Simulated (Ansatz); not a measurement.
**Pressure against volume: O**

```yaml
crystal:
  lattice:
    - [2.70150, -1.71450, 0.00000]
    - [2.70150, 1.71450, 0.00000]
    - [-1.96499, 0.00000, 3.74799]
  atoms:
    - { symbol: O, position: [0.06400, 0.06400, 0.15300] }
    - { symbol: O, position: [0.93600, 0.93600, 0.84700] }
```

The conventional cell has a = 5.403 Å, b = 3.429 Å, c = 4.232 Å, α = 90.00°, β = 117.67°, γ = 90.00°. O (atom 1) is surrounded by 1 O at 1.15 Å.

The geometry is COD entry 1528336, unchecked; take it as a test cell.

Solid oxygen carries moments on its molecules; these runs leave spin out.

All numbers below come from Ansatz 0.2.0, DFT, PBE, PAW with Ansatz's default frozen-core files, scalar-relativistic.

For PAW: a Γ-centred 11×11×8 k mesh, Fermi–Dirac smearing of 0.01 eV, cutoff 420 eV, no spin polarisation. Plane-wave (PAW) pressures include the program's estimate of the Pulay term.

The cell above is scaled evenly, with fractional coordinates and shape held.

| V/V(cell) | V (Å³/atom) | P, PAW (GPa) |
| --- | --- | --- |
| 0.9405 | 16.327 | 12.57 |
| 0.9800 | 17.012 | 8.96 |
| 1.0000 | 17.360 | 7.37 |
| 1.0200 | 17.707 | 5.92 |
| 1.0600 | 18.401 | 3.40 |
